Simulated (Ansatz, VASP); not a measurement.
# In in VASP and in Ansatz

```xyz
3
Lattice="5.4008 0.0000 0.0000 -2.7004 4.6772 0.0000 0.0000 0.0000 3.3183" Properties=species:S:1:pos:R:3 pbc="T T T"
In    0.0000    0.0000    0.0000
In    0.0000    3.1181    1.6592
In    2.7004    1.5591    1.6592
```

Alike in both runs: functional PBE; k mesh 8 × 8 × 10; occupations fermi-dirac, width 0.1 eV; no spin polarisation.

Ansatz relaxed the structure, and its values are those at the end. VASP's run is a single point on that final structure, the one shown.

|  | VASP | Ansatz |
| --- | --- | --- |
| version | VASP 6.6.1 | Ansatz 0.2.0 |
| potentials or method | VASP PAW PBE potentials, release 64 (In_d) | PAW with Ansatz's default frozen-core files, scalar-relativistic |
| plane-wave cutoff (eV) | 520 | 420 |
| valence electrons in the cell | 39 | 39 |

|  | VASP | Ansatz | Ansatz less VASP |
| --- | --- | --- | --- |
| pressure (GPa) | 0.0 | 0.0 | +0.03 |
